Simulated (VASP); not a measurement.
Computed with LDA (Ceperley-Alder, Perdew-Zunger), VASP's LDA PAW potentials (set 64) (plane waves; VASP).

VASP ran on this input.

POSCAR:
```
CaF2
1
    0.0000000000     2.6639047512     2.6639047512
    2.6639047512     0.0000000000     2.6639047512
    2.6639047512     2.6639047512    -0.0000000000
Ca F
1 2
Direct
  0.0000000000   0.0000000000   0.0000000000
  0.2500000000   0.2500000000   0.2500000000
  0.7500000000   0.7500000000   0.7500000000
```

KPOINTS:
```
kpoints
0
G
7 7 7
```

### INCAR
```
SYSTEM = CaF2
PREC = Accurate
ENCUT = 520
EDIFF = 1E-6
NELM = 100
ALGO = Normal
LREAL = .FALSE.
LASPH = .TRUE.
ISMEAR = 0
SIGMA = 0.05
LWAVE = .FALSE.
LCHARG = .FALSE.
IBRION = 2
ISIF = 3
NSW = 60
EDIFFG = -0.02
```

POTCAR, in this order: Ca_sv F (LDA.64 set). Program: vasp_std.

The resulting files:

File OSZICAR:
```
       N       E                     dE             d eps       ncg     rms          rms(c)
DAV:   1     0.211842787073E+03    0.21184E+03   -0.13874E+04   640   0.154E+03
DAV:   2    -0.118358492933E+02   -0.22368E+03   -0.21918E+03   824   0.387E+02
DAV:   3    -0.199991539624E+02   -0.81633E+01   -0.81565E+01   784   0.851E+01
DAV:   4    -0.202851661055E+02   -0.28601E+00   -0.28594E+00  1024   0.119E+01
DAV:   5    -0.202872505776E+02   -0.20845E-02   -0.20845E-02   760   0.104E+00    0.770E+00
DAV:   6    -0.190666164271E+02    0.12206E+01   -0.64340E+00   648   0.185E+01    0.307E+00
DAV:   7    -0.190258526875E+02    0.40764E-01   -0.18046E-01   800   0.406E+00    0.162E+00
DAV:   8    -0.190058266914E+02    0.20026E-01   -0.26977E-02   872   0.208E+00    0.178E-01
DAV:   9    -0.190062570899E+02   -0.43040E-03   -0.44821E-03   904   0.541E-01    0.115E-01
DAV:  10    -0.190064184490E+02   -0.16136E-03   -0.30264E-04   824   0.160E-01    0.333E-02
DAV:  11    -0.190064110652E+02    0.73838E-05   -0.55893E-05   792   0.815E-02    0.105E-02
DAV:  12    -0.190064106482E+02    0.41697E-06   -0.93228E-06  1032   0.300E-02
   1 F= -.19006411E+02 E0= -.19006411E+02  d E =-.190064E+02
       N       E                     dE             d eps       ncg     rms          rms(c)
DAV:   1    -0.190135924365E+02   -0.71814E-02   -0.16010E-01   760   0.420E+00    0.632E-01
DAV:   2    -0.190073811597E+02    0.62113E-02   -0.30944E-02   664   0.146E+00    0.160E-01
DAV:   3    -0.190067693575E+02    0.61180E-03   -0.12075E-03   888   0.445E-01    0.694E-02
DAV:   4    -0.190066842690E+02    0.85088E-04   -0.81746E-04  1008   0.231E-01    0.269E-02
DAV:   5    -0.190066864419E+02   -0.21728E-05   -0.12895E-05   728   0.377E-02    0.239E-02
DAV:   6    -0.190067011776E+02   -0.14736E-04   -0.26091E-05  1048   0.432E-02    0.465E-03
DAV:   7    -0.190067009991E+02    0.17849E-06   -0.79319E-07   584   0.119E-02
   2 F= -.19006701E+02 E0= -.19006701E+02  d E =-.290351E-03
```

**OUTCAR**
```
------------------------ aborting loop because EDIFF is reached ----------------------------------------
  FORCE on cell =-STRESS in cart. coord.  units (eV):
  Direction    XX          YY          ZZ          XY          YZ          ZX
  --------------------------------------------------------------------------------------
  Total       -0.0166732     -0.0166732     -0.0166732      0.0000000      0.0000000     -0.0000000
  in kB       -0.7026355     -0.7026355     -0.7026355      0.0000000      0.0000000     -0.0000000
  external PRESSURE =      -0.7026355 kB  Pullay stress =       0.0000000 kB
  volume of cell :       38.02
      direct lattice vectors                 reciprocal lattice vectors
     0.000000000  2.668841433  2.668841433    -0.187347211  0.187347211  0.187347211
     2.668841433  0.000000000  2.668841433     0.187347211 -0.187347211  0.187347211
     2.668841433  2.668841433  0.000000000     0.187347211  0.187347211 -0.187347211
 POSITION                                       TOTAL-FORCE (eV/Angst)
 -----------------------------------------------------------------------------------
      2.66884      0.00000      2.66884         0.000000      0.000000      0.000000
      1.33442      1.33442      1.33442        -0.000000     -0.000000     -0.000000
      4.00326      4.00326      4.00326         0.000000      0.000000      0.000000
 -----------------------------------------------------------------------------------
    total drift:                                0.000000      0.000000      0.000000
  FREE ENERGIE OF THE ION-ELECTRON SYSTEM (eV)
  ---------------------------------------------------
  free  energy   TOTEN  =       -19.0067009991 eV

  energy  without entropy=      -19.0067009991  energy(sigma->0) =      -19.00670100

 reached required accuracy - stopping structural energy minimisation
```
(Selected blocks of OUTCAR.)

### CONTCAR
```
CaF2
   1.00000000000000
     0.0000000000000000    2.6688414329875028    2.6688414329875028
     2.6688414329875028    0.0000000000000000    2.6688414329875028
     2.6688414329875028    2.6688414329875028    0.0000000000000000
  Ca              F
     1     2
Direct
     0.0000000000000000    1.0000000000000000    0.0000000000000000
     0.2500000000000000    0.2500000000000000    0.2500000000000000
     0.7500000000000000    0.7500000000000000    0.7500000000000000
```

The compound is CaF2 in the fluorite structure. This run relaxes it. Symmetry was kept, so distortions that lower it aren't found. The start is the result of an earlier pass.
